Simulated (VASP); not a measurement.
# SiC (F-43m): a series in a change of volume, part 2 of 3

How do the elastic response and the band edges of SiC follow a change of volume?

VASP 6.6.1, plane waves and PAW; the level of theory is named at each step.

So far: Set-up; Relax the crystal, LDA; Relax at fixed volume, LDA; Dielectric response, LDA.

### 5. Band edges, TB-mBJ

Short lines in KPOINTS_OPT sample the zone centre, for masses, and the other valleys.

Level: TB-mBJ; plane waves and PAW (Si, C).

TB-mBJ has no energy functional, so the total energy, stress and pressure in this output mean nothing.

Input file INCAR:

```
SYSTEM = SiC
PREC = Accurate
ENCUT = 600
EDIFF = 1E-06
NELM = 150
ISMEAR = 0
SIGMA = 0.02
LREAL = .FALSE.
ALGO = Normal
METAGGA = MBJ
LASPH = .TRUE.
NBANDS = 9
LWAVE = .FALSE.
LCHARG = .FALSE.
KPAR = 4
```

Input file POSCAR:

```
SiC
1.0
    0.0000000000      2.2077068969      2.2077068969
    2.2077068969      0.0000000000      2.2077068969
    2.2077068969      2.2077068969      0.0000000000
Si C
1 1
Direct
    0.0000000000      0.0000000000      0.0000000000
    0.2500000000      0.2500000000      0.2500000000
```

Input file KPOINTS:

```
Automatic mesh
0
Gamma
9 9 9
0 0 0
```

Input file KPOINTS_OPT:

```
Line mode
6
Line-mode
Reciprocal
  0.00000000   0.00000000   0.00000000
  0.01756837   0.01756837   0.00000000

  0.00000000   0.00000000   0.00000000
  0.00000000  -0.01756837  -0.01756837

  0.31000000   0.31000000   0.00000000
  0.50000000   0.50000000   0.00000000

  0.00000000   0.31000000   0.31000000
  0.00000000   0.50000000   0.50000000

  0.45000000   0.45000000   0.45000000
  0.50000000   0.50000000   0.50000000

  0.45000000   0.00000000   0.00000000
  0.50000000   0.00000000   0.00000000

  0.42500000   0.42500000   0.00000000
  0.42500000   0.44256837   0.01756837

  0.50000000   0.50000000   0.50000000
  0.48757728   0.51242272   0.50000000
```

The projector-augmented-wave data sets are Si and C (LDA family, release 64).

Run with:

```bash
$ mpirun -np 4 vasp_std
```

The log of the run:

```text
[banner, memory and clock lines left out]
running    4 mpi-ranks, on    1 nodes
[...]
|                                                                             |
|               ----> ADVICE to this user running VASP <----                  |
|                                                                             |
|     You enforced a specific xc type in the INCAR file but a different       |
|     [... a line on the potential file left out ...]
|     I HOPE YOU KNOW WHAT YOU ARE DOING!                                     |
|                                                                             |

 LDA part: xc-table for (None), standard interpolation
 POSCAR, INCAR and KPOINTS ok, starting setup
[...]
entering main loop
       N       E                     dE             d eps       ncg     rms          rms(c)
DAV:   1     0.201666651602E+01    0.20167E+01   -0.44378E+03   654   0.850E+02
DAV:   2    -0.209471772358E+02   -0.22964E+02   -0.21986E+02   830   0.118E+02
DAV:   3    -0.216201800802E+02   -0.67300E+00   -0.67235E+00   734   0.197E+01
DAV:   4    -0.216227671282E+02   -0.25870E-02   -0.25864E-02   761   0.141E+00
[...]
DAV:  34    -0.173518906081E+02    0.79505E-05   -0.89462E-11   315   0.550E-05    0.111E-05
DAV:  35    -0.173518876440E+02    0.29641E-05   -0.65264E-11   315   0.640E-05    0.808E-06
DAV:  36    -0.173518872483E+02    0.39575E-06   -0.60699E-12   315   0.268E-05
   1 F= -.17351887E+02 E0= -.17351887E+02  d E =-.303830E-34
 Start KPOINTS_OPT (optional k-point list driver)
k-point batch [1-35\48]
       N       E                     dE             ncg
DAV:   1     0.165931105138E+04   -0.63546E+04      638
DAV:   2     0.719982539277E+03   -0.93933E+03      960
DAV:   3     0.704319398681E+03   -0.15663E+02      718
DAV:   4     0.704271022607E+03   -0.48376E-01      789
DAV:   5     0.704270866382E+03   -0.15623E-03      733
DAV:   6     0.704270865461E+03   -0.92018E-06      852
k-point batch [36-48\48]
       N       E                     dE             ncg
DAV:   1     0.815198949082E+04   -0.40283E+04      242
DAV:   2     0.787232251741E+04   -0.27967E+03      309
DAV:   3     0.786704027787E+04   -0.52822E+01      281
DAV:   4     0.786702113313E+04   -0.19145E-01      275
DAV:   5     0.786702104772E+04   -0.85406E-04      285
DAV:   6     0.786702104725E+04   -0.47177E-06      309
```

Wall time 25 s (4 MPI ranks of AMD EPYC 7R43, shared host); peak memory 0.52 GiB.

OUTCAR, selected parts (step 5):

```text
  Total       10.0691447     10.0691447     10.0691447      0.0000000      0.0000000     -0.0000000
  in kB      749.6333950    749.6333950    749.6333950      0.0000000      0.0000000     -0.0000000
  external PRESSURE =     749.6333950 kB  Pullay stress =       0.0000000 kB

 POSITION                                       TOTAL-FORCE (eV/Angst)
 -----------------------------------------------------------------------------------
      0.00000      0.00000      0.00000        -0.000000      0.000000      0.000000
      1.10385      1.10385      1.10385         0.000000     -0.000000     -0.000000
 -----------------------------------------------------------------------------------
    total drift:                                0.000016      0.000016      0.000016

  FREE ENERGIE OF THE ION-ELECTRON SYSTEM (eV)
  ---------------------------------------------------
  free  energy   TOTEN  =       -17.3518872483 eV

  energy  without entropy=      -17.3518872483  energy(sigma->0) =      -17.35188725

[... 1 part as in an earlier step ...]

[... 2 further parts left out ...]
[key lines of the parts left out:]
E-fermi :   7.7507
```

### 6. Band edges, r2SCAN

Short lines in KPOINTS_OPT sample the zone centre, for masses, and the other valleys.

Level: r2SCAN; plane waves and PAW (Si, C).

Changes to INCAR since step 5:

```diff
@@ -4,3 +4,3 @@
 EDIFF = 1E-06
-NELM = 150
+NELM = 100
 ISMEAR = 0
@@ -9,3 +9,3 @@
 ALGO = Normal
-METAGGA = MBJ
+METAGGA = R2SCAN
 LASPH = .TRUE.
```

POSCAR is that of step 5.

KPOINTS is that of step 5.

KPOINTS_OPT is that of step 5.

Run with:

```bash
$ mpirun -np 4 vasp_std
```

The log of the run:

```text
[banner, memory and clock lines left out]
running    4 mpi-ranks, on    1 nodes
[...]
[... a notice as in an earlier step ...]

 LDA part: xc-table for (None), standard interpolation
 POSCAR, INCAR and KPOINTS ok, starting setup
[...]
entering main loop
       N       E                     dE             d eps       ncg     rms          rms(c)
DAV:   1    -0.383233583425E+02   -0.38323E+02   -0.45322E+03   654   0.868E+02
DAV:   2    -0.617199043724E+02   -0.23397E+02   -0.22250E+02   847   0.122E+02
DAV:   3    -0.624042405718E+02   -0.68434E+00   -0.68369E+00   752   0.203E+01
DAV:   4    -0.624071300747E+02   -0.28895E-02   -0.28892E-02   804   0.154E+00
[...]
DAV:   9    -0.593909916873E+02   -0.38141E-03   -0.37680E-04   938   0.219E-01    0.132E-01
DAV:  10    -0.593910819808E+02   -0.90294E-04   -0.74034E-05   655   0.981E-02    0.883E-03
DAV:  11    -0.593910815212E+02    0.45966E-06   -0.76214E-07   772   0.789E-03
   1 F= -.59391082E+02 E0= -.59391082E+02  d E =-.282112E-14
 Start KPOINTS_OPT (optional k-point list driver)
k-point batch [1-35\48]
       N       E                     dE             ncg
DAV:   1     0.164576213806E+04   -0.63682E+04      638
DAV:   2     0.694235349624E+03   -0.95153E+03      983
DAV:   3     0.676110736378E+03   -0.18125E+02      713
DAV:   4     0.676043816978E+03   -0.66919E-01      845
DAV:   5     0.676043646335E+03   -0.17064E-03      713
DAV:   6     0.676043644851E+03   -0.14833E-05      859
DAV:   7     0.676043644839E+03   -0.12482E-07      544
k-point batch [36-48\48]
       N       E                     dE             ncg
DAV:   1     0.813932759712E+04   -0.40410E+04      242
DAV:   2     0.785981414490E+04   -0.27951E+03      311
DAV:   3     0.785374477553E+04   -0.60694E+01      271
DAV:   4     0.785371655955E+04   -0.28216E-01      323
DAV:   5     0.785371646542E+04   -0.94135E-04      285
DAV:   6     0.785371646485E+04   -0.57204E-06      342
```

Wall time 27 s (4 MPI ranks); peak memory 0.5 GiB.

OUTCAR, selected parts (step 6):

```text
  Total       -1.3401767     -1.3401767     -1.3401767      0.0000000      0.0000000     -0.0000000
  in kB      -99.7742331    -99.7742331    -99.7742331      0.0000000      0.0000000     -0.0000000
  external PRESSURE =     -99.7742331 kB  Pullay stress =       0.0000000 kB

 POSITION                                       TOTAL-FORCE (eV/Angst)
 -----------------------------------------------------------------------------------
      0.00000      0.00000      0.00000         0.000000      0.000000      0.000000
      1.10385      1.10385      1.10385        -0.000000     -0.000000     -0.000000
 -----------------------------------------------------------------------------------
    total drift:                               -0.000000     -0.000000     -0.000000

  FREE ENERGIE OF THE ION-ELECTRON SYSTEM (eV)
  ---------------------------------------------------
  free  energy   TOTEN  =       -59.3910815212 eV

  energy  without entropy=      -59.3910815212  energy(sigma->0) =      -59.39108152

[... 2 parts as in an earlier step ...]

[... 1 further part left out ...]
[key lines of the parts left out:]
E-fermi :   7.7869
```

This run gave:

| Property | Result |
| --- | --- |
| energy(sigma→0) of the program | -59.3911 eV |
| stress, compression positive | xx, yy, zz -9.98, -9.98, -9.98 GPa |

The run ends at a pressure of -9.98 GPa.

### 7. Band edges, HSE06

Short lines in KPOINTS_OPT sample the zone centre, for masses, and the other valleys.

Level: HSE06; plane waves and PAW (Si, C).

Changes to INCAR since step 6:

```diff
@@ -9,5 +9,9 @@
 ALGO = Normal
-METAGGA = R2SCAN
+LHFCALC = .TRUE.
+AEXX = 0.25
+GGA = PE
+HFSCREEN = 0.2
 LASPH = .TRUE.
 NBANDS = 9
+PRECFOCK = Fast
 LWAVE = .FALSE.
```

POSCAR is that of step 6.

Input file KPOINTS:

```
Automatic mesh
0
Gamma
6 6 6
0 0 0
```

KPOINTS_OPT is that of step 6.

Run with:

```bash
$ mpirun -np 4 vasp_std
```

The log of the run:

```text
[banner, memory and clock lines left out]
running    4 mpi-ranks, on    1 nodes
[...]
[... a notice as in an earlier step ...]

 LDA part: xc-table for (Slater+PW92), standard interpolation
 found WAVECAR, reading the header
 POSCAR, INCAR and KPOINTS ok, starting setup
[...]
reading WAVECAR
 the WAVECAR file was read successfully
 initial charge from wavefunction
 entering main loop
       N       E                     dE             d eps       ncg     rms          rms(c)
DAV:   1    -0.174966889245E+02   -0.17497E+02   -0.82288E-01   288   0.729E+00    0.411E+00
DAV:   2    -0.174986716528E+02   -0.19827E-02   -0.11822E-02   401   0.958E-01    0.267E+00
DAV:   3    -0.174969911570E+02    0.16805E-02   -0.17470E-03   369   0.231E-01    0.154E+00
DAV:   4    -0.174965393032E+02    0.45185E-03   -0.39510E-04   291   0.121E-01    0.859E-01
[...]
DAV:   8    -0.174963030182E+02    0.55506E-05   -0.19805E-06   269   0.126E-02    0.872E-02
DAV:   9    -0.174963014957E+02    0.15225E-05   -0.62926E-07   144   0.700E-03    0.501E-02
DAV:  10    -0.174963011376E+02    0.35803E-06   -0.24597E-07   144   0.469E-03
   1 F= -.17496301E+02 E0= -.17496301E+02  d E =-.639155E-27
 Start KPOINTS_OPT (optional k-point list driver)
k-point batch [1-16\48]
       N       E                     dE             ncg
DAV:   1     0.884605877364E+03   -0.60870E+03      288
DAV:   2     0.361397906440E+03   -0.52321E+03      446
DAV:   3     0.318914560489E+03   -0.42483E+02      325
DAV:   4     0.318684351016E+03   -0.23021E+00      339
DAV:   5     0.318682032587E+03   -0.23184E-02      348
DAV:   6     0.318682019849E+03   -0.12738E-04      412
DAV:   7     0.318682019762E+03   -0.86724E-07      348
[...]
k-point batch [33-48\48]
       N       E                     dE             ncg
DAV:   1     0.528691619013E+03   -0.55529E+04      296
DAV:   2     0.139145680447E+03   -0.38955E+03      372
DAV:   3     0.119528207097E+03   -0.19617E+02      336
DAV:   4     0.119365687282E+03   -0.16252E+00      394
DAV:   5     0.119364797795E+03   -0.88949E-03      394
DAV:   6     0.119364793063E+03   -0.47313E-05      386
DAV:   7     0.119364793048E+03   -0.15373E-07      362
```

Elapsed: 4.4 min, on 4 MPI ranks; peak memory 0.96 GiB.

OUTCAR, selected parts (step 7):

```text
 POSITION                                       TOTAL-FORCE (eV/Angst)
 -----------------------------------------------------------------------------------
      0.00000      0.00000      0.00000        -0.000000     -0.000000     -0.000000
      1.10385      1.10385      1.10385         0.000000      0.000000      0.000000
 -----------------------------------------------------------------------------------
    total drift:                                0.000001      0.000000      0.000000

  FREE ENERGIE OF THE ION-ELECTRON SYSTEM (eV)
  ---------------------------------------------------
  free  energy   TOTEN  =       -17.4963011376 eV

  energy  without entropy=      -17.4963011376  energy(sigma->0) =      -17.49630114

[... 1 part as in an earlier step ...]

[... 2 further parts left out ...]
[key lines of the parts left out:]
E-fermi :   7.3483
```

Numbers from this step:

* energy(sigma→0) of the program: -17.4963 eV

[end of part 2 of 3]

[Lines on the potential files, build, host, timing and source positions are cut from VASP's logs without a mark.]

[Logs are printed without paths, hosts, clocks, repeated set-up lines and the standing remarks that a program may print on its own settings, such as how far it seeks lower states.]

[Hosts, paths, dates, database ids (printed as entryN), source tags and the programs' standing remarks are cut or masked in the printed files.]

[In band tables of VASP the shares of atoms and orbitals are scaled to a sum of 1 inside the atoms' spheres.]
